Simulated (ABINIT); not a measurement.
Ta:

```xyz
1
Lattice="-1.6513 1.6513 1.6513 1.6513 -1.6513 1.6513 1.6513 1.6513 -1.6513" Properties=species:S:1:pos:R:3 pbc="T T T"
Ta    0.0000    0.0000    0.0000
```

Base run:

```yaml
Program: ABINIT 10.8.3 (patched build)
Functional: PBE
Potentials_or_basis: JTH PAW PBE v2.0
Cutoff: 517 eV
k_mesh: 11 × 11 × 11
Occupations: fermi-dirac, width 0.05 eV
Spin: spin-orbit coupling, no magnetisation
```

Its results: band gap on the k mesh none (metal or under the smearing width); pressure 2.2 GPa.

Question: After a change of settings the same cell gave: band gap on the k mesh none (metal or under the smearing width); pressure 3.1 GPa. Which change was it?
A. k mesh from 11 × 11 × 11 to 9 × 9 × 9; spin from spin-orbit coupling, no magnetisation to no spin polarisation
B. functional from PBE to BLYP
C. functional from PBE to rPW86PBE
D. functional from PBE to BP86

Answer: A.
